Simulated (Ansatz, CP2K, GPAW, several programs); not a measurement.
# Many methods on one cell: PbTiO₃ (Pm-3m)

PbTiO₃ (started from an entry of an open crystallographic database), relaxed with r2SCAN in Ansatz, was computed with several methods. It is cubic, Pm-3m (No. 221); a = 3.935 Å in the conventional setting, 12.19 Å³ an atom. Ti is surrounded by 6 O at 1.97 Å; Pb is surrounded by 12 O at 2.78 Å; O is surrounded by 2 Ti at 1.97 Å and 4 Pb at 2.78 Å. The values are computed, spin-unpolarised, and not measurements.

```yaml
crystal:
  lattice:
    - [3.93507, 0.00000, 0.00000]
    - [0.00000, 3.93507, 0.00000]
    - [0.00000, 0.00000, 3.93507]
  atoms:
    - { symbol: Ti, position: [0.50000, 0.50000, 0.50000] }
    - { symbol: Pb, position: [0.00000, 0.00000, 0.00000] }
    - { symbol: O, position: [0.00000, 0.50000, 0.50000] }
    - { symbol: O, position: [0.50000, 0.00000, 0.50000] }
    - { symbol: O, position: [0.50000, 0.50000, 0.00000] }
```

Gaps and times are for a single point on this cell; volume and bulk modulus come from each method's own relaxation or energy curve at fixed shape. Times are rough, from shared hosts (Arm Neoverse V2), and each method has its own mesh and cell size. Gaps from k meshes are read at a limited set of points (mesh, symmetry points, PBE's band edges), so each method's own least gap may be somewhat smaller. Minimal bases can be far off for gaps. GLLB-SC's gap includes the derivative discontinuity. d marks a direct gap, i an indirect one (no mark: not told apart), a dash a value that wasn't computed or didn't pass its checks.

```json
{"method": "light PBE (260 eV, its own mesh)", "kind": "light plane-wave", "gap (eV)": "1.24 d", "own volume (Å³/atom)": "–", "bulk modulus (GPa)": "–", "atoms computed": "5", "processor time": "0.84 s"}
{"method": "PBE", "kind": "semilocal", "gap (eV)": "1.63 i", "own volume (Å³/atom)": "12.48", "bulk modulus (GPa)": "173", "atoms computed": "5", "processor time": "2.7 s"}
{"method": "r2SCAN", "kind": "semilocal", "gap (eV)": "1.92 i", "own volume (Å³/atom)": "12.19", "bulk modulus (GPa)": "193", "atoms computed": "5", "processor time": "6.1 s"}
{"method": "PBE/SZV (CP2K)", "kind": "small basis", "gap (eV)": "1.06 i", "own volume (Å³/atom)": "12.70", "bulk modulus (GPa)": "179", "atoms computed": "5", "processor time": "8.7 s"}
{"method": "GLLB-SC (GPAW)", "kind": "model potential", "gap (eV)": "3.06", "own volume (Å³/atom)": "–", "bulk modulus (GPa)": "–", "atoms computed": "5", "processor time": "13 s"}
{"method": "PBE/DZVP (CP2K)", "kind": "small basis", "gap (eV)": "1.60 i", "own volume (Å³/atom)": "12.51", "bulk modulus (GPa)": "177", "atoms computed": "5", "processor time": "26 s"}
```

Against r2SCAN (1.92 eV) the nearest gap at the points sampled is that of PBE (-0.29 eV) and the farthest that of GLLB-SC (GPAW) (+1.15 eV). r2SCAN is only a yardstick of convenience: semilocal gaps usually lie below measured ones, which GLLB-SC and hybrids aim to mend.

Volumes against r2SCAN's: PBE +2.4 %, PBE/SZV (CP2K) +4.2 %, PBE/DZVP (CP2K) +2.7 %.

Spin-orbit coupling is left out; in compounds of Pb, Bi, Tl or Hg it can lower a gap by up to about 1 eV, split its edges or invert the bands.
